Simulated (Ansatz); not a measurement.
# zigzag GaN nanoribbon (N = 2, H edges): bands by functional and under strain, part 2 of 4

Aim: is the zigzag GaN nanoribbon (N = 2, H edges) a metal or a semiconductor?

Ansatz 0.2.0; DFT PBE, plane waves, PAW; relaxation of a wire's period (the session's first sound run).

So far. Step 2 (The relaxed wire): The cell's length comes to 3.218 Å with no moment.

### 3. The perfect wire

This step: DFT PBE, plane waves, PAW; channels and complex bands of a perfect wire (Ansatz 0.2.0).

At the relaxed period the Bloch states of the perfect wire are found at each energy: those that move forward count the open channels, and those that decay describe how a disturbance dies away inside the wire itself. An energy step of 0.035 eV is under the 0.039 eV that the program asks for its thermal average at 300 K.

input.yaml reads:

```yaml
crystal:
  lattice:
    - [13.25, 0.0, 0.0]
    - [0.0, 7.0, 0.0]
    - [0.0, 0.0, 3.2177285074]
  atoms:
    - { symbol: H, position: [0.263022252, 0.5, 0.0] }
    - { symbol: Ga, position: [0.380491529, 0.5, 0.0] }
    - { symbol: "N", position: [0.657101128, 0.5, 0.0] }
    - { symbol: H, position: [0.733861147, 0.5, 0.0] }
    - { symbol: "N", position: [0.451217308, 0.5, 0.5] }
    - { symbol: Ga, position: [0.591287769, 0.5, 0.5] }
kpoints:
  mp_grid: { grid: [1, 1, 25] }
  band_path: { path: ["Γ", Z], npoints: 50 }
scf:
  occupations: { method: fermi_dirac, width: 0.05 }
hamiltonian:
  xc: pbe
output:
  transmission:
    e_range: [-2, 2]
    de: 0.035
    kmesh: [1, 1]
    reduced_basis: true
    leads: [[0, 0]]
  dos: { e_range: [-5, 4] }
  write_potential: true
  write_density: true
  volumetric_format: npy
  elf: true
```

The run is started by

```
$ ansatz run input.yaml --threads 8 --pin off --max-ram 16384MiB --backend cpu --events-out ev --progress --plain --runs-dir out
```

Numbers of over 12 decimals in the logs are rounded to 6 here.

The program printed:

```text
[...]
Crystal: 6 atoms, lattice volume = 298.444 Å³
Basis set: ecut = 420 eV, 5845 PW (Γ)
Bands: 25, of which v1, the nominal top of the filled ones, is band 19 counted from 1 (18 counted from 0)
Symmetry: 4 space group operations
[...]
k-points: 13 of 25
[...]
SCF iter   1: F=—  HF=-8366.032983 eV  |F-HF|=—  |Δ(HF+E_count)|=         —  Δρ=2.15e-3  dr2=1.39e-2  ethr=1.77e-3  ⟨swp⟩=7.2  Hψ=1755  notcnv=0
[...]
SCF iter   7: F=-8366.039759 eV  HF=-8366.039759 eV  |F-HF|=2.32e-8  |Δ(HF+E_count)|=   6.76e-7  Δρ=5.90e-6  dr2=8.31e-8  ethr=2.63e-10  ⟨swp⟩=8.6  Hψ=1426  notcnv=0
SCF 1 converged in 7 iterations: F = -8366.039759 eV  dr2 = 8.31e-8
[...]
NSCF: frozen V_eff on 51 k-points
transmission: 4 of 24 steps passed
transmission: 8 of 24 steps passed
[...]
transmission: 24 of 24 steps passed
WARN: The output density's exchange-correlation potential varies sharply where the density is thin. Do not read a vacuum level from v_tot or v_xc, or from such a field of the output density. On a cell that repeats whose density bears no net charge and no dipole along the vacuum's axis use v_es (v_loc + v_h of the components); under efield.dipole_correction with no amplitude use v_es + v_field, which holds any externa [...]
Second SCF, for the conductance: iteration 1, dr2 9.047e-8 eV
Second SCF, for the conductance: iteration 2, dr2 2.211e-8 eV
transmission: 4 of 24 steps passed
transmission: 8 of 24 steps passed
[...]
transmission: 24 of 24 steps passed
SCF converged after 7 iterations
Free energy (F): -8366.039759 eV
[...]
Internal energy: -8366.039759 eV  (E = F + TS)
E sigma→0 (E₀):  -8366.039759 eV
Fermi energy:    -1.476726 eV
[...]
--- Band table (eV; the first three rows and the last of 13) ---
  k-point 0: bands = [... 15 lower, -4.7244, -4.3001, -3.8843, -3.7848, 0.0215, 1.1984, 1.4718, 1.9717, ... 2 higher]
  k-point 1: bands = [... 15 lower, -4.8075, -4.3156, -3.8704, -3.8544, 0.0782, 1.2422, 1.4777, 1.9994, ... 2 higher]
  k-point 2: bands = [... 15 lower, -4.9683, -4.4034, -4.0110, -3.8292, 0.2316, 1.3604, 1.4945, 2.0807, ... 2 higher]
  k-point 12: bands = [... 15 lower, -5.7147, -5.0394, -3.3683, -3.0385, 1.3171, 2.2333, 2.3768, 3.2421, ... 2 higher]
--- Transmission ---
  basis      : 819 plane waves across, 4 finite elements along
  points     : 1, standing for a mesh of 1 x 1
  filling    : by a second SCF (2 iterations) under fermi_dirac of width 0.025852 eV on a mesh of 1 x 1 x 32, whose Fermi level is -1.489029 eV
  energies   : 115 from -2.000000 to 1.990000 eV about the Fermi level, 0.035000 eV apart; the leads are filled to 0.000000 eV, and channels, transmission and decay are at -0.005000 eV
  crystal 0  : H2Ga2N2, at the sites [0, 0], period 3.2177 Å: whole cells are its period
    offset         : up to 0.0000 Å between an atom of the period and one for which it stands
    filled         : 0.5 meV over the level at which it is neutral
    channels       : 0.000000e0 a spin
    conductance    : 4.6700e-12 S/m² at 300 K; may be off by some 0.6 % by where its bands' edges are placed, 1.1 % from the distance to neutral
    slowest decay  : 0.2686 /Å at (0.0000, 0.0000)
```

The job ended after 33 s (8 threads of AMD EPYC 9R45, shared host; peak memory 1.5 GiB; 2.9 min of CPU time).

Numbers from this step:

| Item | Value |
| --- | --- |
| channels at the energy nearest the Fermi level, one spin | 0 |
| conductance of the lead as this run defines it | 5.59e-26 G₀ |
| slowest decay in the lead at the energy nearest the Fermi level | 0.2686 Å⁻¹ |
| band gap | 3.055 eV |

The open channels of the lead, one spin by energy, zero at the Fermi level:

energy (eV), open channels of the lead, one spin and a bar:
```
   -2.000       2.00 ##############################
   -1.790       1.00 ###############
   -1.615       1.00 ###############
   -1.405       0.00 
   -1.195       0.00 
   -0.985       0.00 
   -0.810       0.00 
   -0.600       0.00 
   -0.390       0.00 
   -0.215       0.00 
   -0.005       0.00 
    0.205       0.00 
    0.415       0.00 
    0.590       0.00 
    0.800       0.00 
    1.010       0.00 
    1.185       0.00 
    1.395       0.00 
    1.605       1.00 ###############
    1.815       1.00 ###############
```

The slowest values at each energy, most degenerate partners merged, listed up to 1.5 1/Å. Table of Im kz of the slowest decaying states by energy, zero at the Fermi level:

| energy (eV) | decay 1 (Å⁻¹) | decay 2 (Å⁻¹) | decay 3 (Å⁻¹) | decay 4 (Å⁻¹) |
| --- | --- | --- | --- | --- |
| -2.0000 | 0.144 | 0.280 | 0.676 | 0.790 |
| -1.7550 | 0.0946 | 0.185 | 0.294 | 0.705 |
| -1.5100 | 0.109 | 0.214 | 0.306 | 0.726 |
| -1.2650 | 0.234 | 0.250 | 0.316 | 0.741 |
| -0.9850 | 0.251 | 0.323 | 0.325 | 0.754 |
| -0.7400 | 0.261 | 0.331 | 0.364 | 0.761 |
| -0.4950 | 0.267 | 0.334 | 0.394 | 0.762 |
| -0.2500 | 0.270 | 0.336 | 0.415 | 0.753 |
| -0.0050 | 0.269 | 0.337 | 0.430 | 0.742 |
| 0.2400 | 0.263 | 0.335 | 0.440 | 0.731 |
| 0.4850 | 0.252 | 0.332 | 0.445 | 0.718 |
| 0.7650 | 0.231 | 0.326 | 0.447 | 0.702 |
| 1.0100 | 0.202 | 0.318 | 0.444 | 0.686 |
| 1.2550 | 0.153 | 0.308 | 0.438 | 0.656 |
| 1.5000 | 0.0328 | 0.294 | 0.428 | 0.613 |
| 1.7450 | 0.276 | 0.413 | 0.570 | 0.630 |

Electronic bands along the path, in eV, zero at the Fermi level:

| point | band 16 | band 17 | band 18 | band 19 | band 20 | band 21 | band 22 | band 23 |
| --- | --- | --- | --- | --- | --- | --- | --- | --- |
| Γ | -3.25 | -2.82 | -2.41 | -2.31 | 1.50 | 2.68 | 2.95 | 3.45 |
| halfway | -4.26 | -2.92 | -2.92 | -1.94 | 2.80 | 3.04 | 3.67 | 4.37 |
| Z | -4.23 | -3.57 | -1.88 | -1.56 | 2.79 | 3.70 | 3.86 | 4.73 |

Valence density in the ca plane at fractional y = 0.500, with atoms of H and Ga and N within 0.2 Å of it. It is the smooth field of the valence electrons, not physical close to the nuclei.

Values in e/Å³, 24 rows by 14 columns, each cell a mean:
```
 0  0  0  0  0  0  0  0  0  0  0  0  0  0
 0  0  0  0  0  0  0  0  0  0  0  0  0  0
 0  0  0  0  0  0  0  0  0  0  0  0  0  0
 0  0  0  0  0  0  0  0  0  0  0  0  0  0
 0  0  0  0  0  0  0  0  0  0  0  0  0  0
 1  0  0  0  0  0  0  0  0  0  0  0  0  0
 2  1  1  0  0  0  0  0  0  0  0  0  1  1
 3  3  2  1  0  0  0  0  0  0  0  1  2  3
 3  3  2  1  1  1  2  3  2  1  1  1  2  3
 1  1  1  1  1  7 22 32 19  4  1  1  1  1
 0  0  0  0  1  2  5  8  5  2  1  0  0  0
 0  0  0  0  0  1  1  1  1  1  0  0  0  0
 0  0  0  0  1  2  3  3  3  2  1  0  0  0
 2  2  1  1  1  2  3  3  3  2  1  1  1  2
32 18  5  1  1  1  1  1  1  1  1  1  6 20
10  6  2  1  0  0  0  0  0  0  0  1  2  6
 1  1  0  0  0  0  0  0  0  0  0  0  1  1
 1  1  0  0  0  0  0  0  0  0  0  0  1  1
 0  0  0  0  0  0  0  0  0  0  0  0  0  0
 0  0  0  0  0  0  0  0  0  0  0  0  0  0
 0  0  0  0  0  0  0  0  0  0  0  0  0  0
 0  0  0  0  0  0  0  0  0  0  0  0  0  0
 0  0  0  0  0  0  0  0  0  0  0  0  0  0
 0  0  0  0  0  0  0  0  0  0  0  0  0  0
```
Columns run along c (3.2 Å), rows up along a (13.2 Å). Atoms in or near the plane, at fractional coordinates: H at (0.00, 0.26), Ga at (0.00, 0.38), N at (0.00, 0.66), H at (0.00, 0.73), N at (0.50, 0.45), Ga at (0.50, 0.59).

ELF in the ca plane at fractional y = 0.500, with atoms of H and Ga and N within 0.2 Å of it. It is the smooth field of the valence electrons, not physical close to the nuclei.

Ten even steps from '_' (0.00 × 1e-1) to '@' (10.00 × 1e-1), each cell a mean:
```
__________________________________
__________________________________
__________________________________
......________________________....
##**++==::________________::==++**
@@@@@@%%++::____________::++%%@@@@
@@@@@@##++::..________..::++##@@@@
==++**##**++--::....::--++**##**++
--==##%%##==::........::==##%%##==
******==--..____________..--==****
........::::............::::......
____..::--==++********++==--::..__
....::==**####**====**####**==::..
....::--++##%%**====**%%##++--::..
..____..::--++********++--::..____
......::::::::........::::::::....
######****++::________::++****####
@@@@@@@@@@%%==________==%%@@@@@@@@
@@@@@@@@@@%%==________==%%@@@@@@@@
@@@@@@@@%%++..________..++%%@@@@@@
@@@@%%**--..____________..--**%%@@
----::..____________________..::--
__________________________________
__________________________________
```
Columns run along c (3.2 Å), rows up along a (13.2 Å). Atoms in or near the plane, at fractional coordinates: H at (0.00, 0.26), Ga at (0.00, 0.38), N at (0.00, 0.66), H at (0.00, 0.73), N at (0.50, 0.45), Ga at (0.50, 0.59).

Electrostatic potential energy in the ca plane at fractional y = 0.500, with atoms of H and Ga and N within 0.2 Å of it. With pseudopotentials it is smooth inside the atoms' cores, unlike the true potential.

Ten even steps from '0' (-46 eV) to '9' (3 eV), each cell a mean:
```
99999999999999999
99999999999999999
99999999999999999
99999999999999999
99999999999999999
56899999999999986
02689999999999862
00158888888888510
00147655445567410
77876444444446787
99987544444457899
99999876666789999
88888730000378888
55567630000367655
44445788778875444
44456889999886544
56788999999998876
02799999999999972
78999999999999998
99999999999999999
99999999999999999
99999999999999999
99999999999999999
99999999999999999
```
Columns run along c (3.2 Å; values clipped at the 3rd and 97th percentile), rows up along a (13.2 Å). Atoms in or near the plane, at fractional coordinates: H at (0.00, 0.26), Ga at (0.00, 0.38), N at (0.00, 0.66), H at (0.00, 0.73), N at (0.50, 0.45), Ga at (0.50, 0.59).

By hand: a barrier of this wire, of length L, would pass T ∝ exp(−2κL) at this energy; with κ = 0.269 Å⁻¹ one decade takes ln 10 / (2κ) = 4.29 Å.

At the computed energy nearest the Fermi level there are 0 channels a spin, and the thermal average gives 5.6e-26 G₀; the gap is 3.06 eV.

### 4. Levels at the same atoms, level LDA, cutoff 420 eV

This step: DFT LDA, plane waves, PAW; bands of a perfect wire at the PBE geometry (Ansatz 0.2.0).

The atoms stay at the PBE geometry and the functional changes. At fixed atoms LDA and the gradient-corrected functionals usually give like bands; this run checks that. Against the first PBE run of this kind, the mesh along the wire has 19 points against 25.

input.yaml, the sections that differ from step 3:

```yaml
kpoints:
  mp_grid: { grid: [1, 1, 19] }
  band_path: { path: ["Γ", Z], npoints: 50 }
hamiltonian:
  xc: lda
# crystal, scf: as in step 3
# output: removed
```

The program printed:

```text
[...]
Crystal: 6 atoms, lattice volume = 298.444 Å³
Basis set: ecut = 420 eV, 5845 PW (Γ)
Bands: 25, of which v1, the nominal top of the filled ones, is band 19 counted from 1 (18 counted from 0)
Symmetry: 4 space group operations
[...]
k-points: 10 of 19
[...]
SCF iter   1: F=—  HF=-8193.004664 eV  |F-HF|=—  |Δ(HF+E_count)|=         —  Δρ=6.38e-3  dr2=1.27e-1  ethr=1.77e-3  ⟨swp⟩=7.1  Hψ=1339  notcnv=0
[...]
SCF iter   8: F=-8192.976877 eV  HF=-8192.976877 eV  |F-HF|=2.50e-8  |Δ(HF+E_count)|=   9.28e-8  Δρ=2.88e-6  dr2=1.99e-8  ethr=2.63e-10  ⟨swp⟩=9.5  Hψ=962  notcnv=0
SCF 1 converged in 8 iterations: F = -8192.976877 eV  dr2 = 1.99e-8
[...]
SCF converged after 8 iterations
Free energy (F): -8192.976877 eV
[...]
Internal energy: -8192.976877 eV  (E = F + TS)
E sigma→0 (E₀):  -8192.976877 eV
Fermi energy:    -1.702103 eV
[...]
--- Band table (eV; the first three rows and the last of 10) ---
  k-point 0: bands = [... 15 lower, -5.0210, -4.5035, -4.1486, -4.0715, -0.1812, 1.0048, 1.1579, 1.9358, ... 2 higher]
  k-point 1: bands = [... 15 lower, -5.1616, -4.5435, -4.1801, -4.1242, -0.0821, 1.0892, 1.1674, 1.9825, ... 2 higher]
  k-point 2: bands = [... 15 lower, -5.1954, -4.7855, -4.3423, -4.0525, 0.1705, 1.1925, 1.3000, 2.1184, ... 2 higher]
  k-point 9: bands = [... 15 lower, -6.0247, -5.1988, -3.6198, -3.2868, 0.9600, 1.8607, 2.0199, 2.9676, ... 2 higher]
```

The job ended after 1.1 s (8 threads; peak memory 0.78 GiB; 7.1 s of CPU time).

Numbers from this step:

| Item | Value |
| --- | --- |
| band gap | 3.100 eV |

Electronic bands along the path, in eV, zero at the Fermi level:

| point | band 16 | band 17 | band 18 | band 19 | band 20 | band 21 | band 22 | band 23 |
| --- | --- | --- | --- | --- | --- | --- | --- | --- |
| Γ | -3.32 | -2.80 | -2.45 | -2.37 | 1.52 | 2.71 | 2.86 | 3.64 |
| halfway | -4.30 | -2.96 | -2.90 | -1.97 | 2.85 | 2.94 | 3.76 | 4.25 |
| Z | -4.31 | -3.51 | -1.89 | -1.59 | 2.66 | 3.55 | 3.72 | 4.69 |

The gap is 3.10 eV, against 3.06 eV under PBE at the relaxed period.

### 5. Another level of theory, level PBEsol, cutoff 420 eV

This step: DFT PBEsol, plane waves, PAW; bands of a perfect wire at the PBE geometry (Ansatz 0.2.0).

The atoms stay at the PBE geometry and the functional changes. At fixed atoms LDA and the gradient-corrected functionals usually give like bands; this run checks that. Against the first PBE run of this kind, the mesh along the wire has 19 points against 25.

Edit input.yaml of step 4 so:

```diff
@@ -18,2 +18,2 @@
 hamiltonian:
-  xc: lda
+  xc: pbesol
```

The program printed:

```text
[...]
Crystal: 6 atoms, lattice volume = 298.444 Å³
Basis set: ecut = 420 eV, 5845 PW (Γ)
Bands: 25, of which v1, the nominal top of the filled ones, is band 19 counted from 1 (18 counted from 0)
Symmetry: 4 space group operations
[...]
k-points: 10 of 19
[...]
--- Band table (eV; the first three rows and the last of 10) ---
  k-point 0: bands = [... 15 lower, -4.7950, -4.3167, -3.9379, -3.8452, 0.0357, 1.2056, 1.4389, 2.0242, ... 2 higher]
  k-point 1: bands = [... 15 lower, -4.9358, -4.3534, -3.9574, -3.9137, 0.1343, 1.2849, 1.4485, 2.0739, ... 2 higher]
  k-point 2: bands = [... 15 lower, -4.9812, -4.5805, -4.1369, -3.8427, 0.3855, 1.4739, 1.4831, 2.2172, ... 2 higher]
  k-point 9: bands = [... 15 lower, -5.8038, -5.0387, -3.4248, -3.0827, 1.2452, 2.1601, 2.2958, 3.2021, ... 2 higher]
[key lines of the parts left out:]
SCF converged after 8 iterations
Free energy (F): -8274.984978 eV
Fermi energy:    -1.492297 eV
```

Wall time 1.1 s (8 threads); peak memory 0.78 GiB.

Electronic bands along the path, in eV, zero at the Fermi level:

| point | band 16 | band 17 | band 18 | band 19 | band 20 | band 21 | band 22 | band 23 |
| --- | --- | --- | --- | --- | --- | --- | --- | --- |
| Γ | -3.30 | -2.82 | -2.45 | -2.35 | 1.53 | 2.70 | 2.93 | 3.52 |
| halfway | -4.31 | -2.96 | -2.93 | -1.98 | 2.85 | 3.01 | 3.72 | 4.34 |
| Z | -4.30 | -3.56 | -1.91 | -1.59 | 2.73 | 3.64 | 3.79 | 4.71 |

The gap is 3.11 eV, against 3.06 eV under PBE at the relaxed period.

### 6. Levels at the same atoms, level r2SCAN, cutoff 500 eV

This step: DFT r2SCAN, plane waves, PAW; bands of a perfect wire at the PBE geometry (Ansatz 0.2.0).

The atoms stay at the PBE geometry and the functional changes. r2SCAN also reads the kinetic-energy density; it often gives larger moments and wider gaps than PBE, at a higher cost. Against the first PBE run of this kind, the cutoff is 500 eV against 420 and the mesh along the wire has 19 points against 25.

Edit input.yaml of step 5 so:

```diff
@@ -18,2 +18,2 @@
 hamiltonian:
-  xc: pbesol
+  xc: r2scan
```

The program printed:

```text
[...]
Crystal: 6 atoms, lattice volume = 298.444 Å³
Basis set: ecut = 500 eV, 7527 PW (Γ), exchange–correlation on 400×216×96 points (64 copies of the dense FFT grid, shifted against one another)
Bands: 25, of which v1, the nominal top of the filled ones, is band 19 counted from 1 (18 counted from 0)
Symmetry: 4 space group operations
[...]
k-points: 10 of 19
[...]
--- Band table (eV; the first three rows and the last of 10) ---
  k-point 0: bands = [... 15 lower, -4.9869, -4.5626, -4.1639, -4.0180, 0.2745, 1.5957, 1.7220, 2.5279, ... 2 higher]
  k-point 1: bands = [... 15 lower, -5.1283, -4.5953, -4.1393, -4.1338, 0.3734, 1.6798, 1.7318, 2.5781, ... 2 higher]
  k-point 2: bands = [... 15 lower, -5.2227, -4.7998, -4.3414, -4.0676, 0.6282, 1.7578, 1.8920, 2.7240, ... 2 higher]
  k-point 9: bands = [... 15 lower, -6.0085, -5.3715, -3.6444, -3.3137, 1.5202, 2.5178, 2.6961, 3.6042, ... 2 higher]
[key lines of the parts left out:]
SCF converged after 8 iterations
Free energy (F): -8382.599644 eV
Fermi energy:    -1.487575 eV
```

Elapsed: 2.2 s, on 8 threads; peak memory 1.3 GiB; 16 s of CPU time.

The gap is 3.58 eV, against 3.06 eV under PBE at the relaxed period.

### 7. Another level of theory, level HSE06, cutoff 420 eV

This step: DFT HSE06, plane waves, PAW; levels of a perfect wire at the PBE geometry (Ansatz 0.2.0).

The atoms stay at the PBE geometry and the functional changes. HSE06 mixes in a quarter of short-range exact exchange, which removes part of the self-interaction that closes gaps; it is dear, so the mesh is thinner and no path is run. Against the first PBE run of this kind, the mesh along the wire has 10 points against 25.

Edit input.yaml of step 6 so:

```diff
@@ -13,4 +13,3 @@
 kpoints:
-  mp_grid: { grid: [1, 1, 19] }
-  band_path: { path: ["Γ", Z], npoints: 50 }
+  mp_grid: { grid: [1, 1, 10] }
 scf:
@@ -18,2 +17,2 @@
 hamiltonian:
-  xc: r2scan
+  xc: hse06
```

The program printed:

```text
exact exchange: scf.exx.singularity resolves to wigner_seitz, which cuts the screened interaction at the faces of the exchange supercell's Wigner-Seitz cell, so that each pair interacts once, at the shortest of its separations (the periodic images that this leaves out come, for a point-like exchange hole, to about 0.041 eV on a filled level). The cut falls within the interaction's reach, and what an exchange supercel [...]
[...]
Crystal: 6 atoms, lattice volume = 298.444 Å³
[...]
Fermi energy:    -1.723549 eV
[...]
--- Band table (eV; the first three rows and the last of 6) ---
  k-point 0: bands = [... 15 lower, -5.5826, -5.1194, -4.7510, -4.5840, 0.4099]
  k-point 1: bands = [... 15 lower, -5.8499, -5.3428, -4.8833, -4.6610, 0.6997]
  k-point 2: bands = [... 15 lower, -6.2789, -5.5101, -5.0997, -4.4183, 1.3172]
  k-point 5: bands = [... 15 lower, -6.6233, -5.9127, -4.1406, -3.9203, 1.7964]
  guard bands above this table: 5 of the run's 25 bands. The solve was not asked for them (output.publish_guard_bands: true or output.eigenvalues: true publishes all)
[key lines of the parts left out:]
Free energy (F): -8366.879172 eV
```

It took 5.3 s on 8 threads; peak memory 2.7 GiB.

The gap is 4.32 eV, against 3.06 eV under PBE at the relaxed period.

### 8. Comparing the runs

Times are for 8 threads of AMD EPYC 9R45, shared host. Results by setting:

| no. | level | band gap (eV) | time | memory (GiB) |
| --- | --- | --- | --- | --- |
| 1 | LDA | 3.100 | 1.1 s | 0.78 |
| 2 | PBEsol | 3.114 | 1.1 s | 0.78 |
| 3 | r2SCAN | 3.583 | 2.2 s | 1.3 |
| 4 | HSE06 | 4.319 | 5.3 s | 2.7 |

[end of part 2 of 4]

[Logs are printed without paths, hosts, clocks, repeated set-up lines and the standing remarks that a program may print on its own settings, such as how far it seeks lower states.]

[Hosts, paths, dates, database ids (printed as entryN), source tags and the programs' standing remarks are cut or masked in the printed files.]
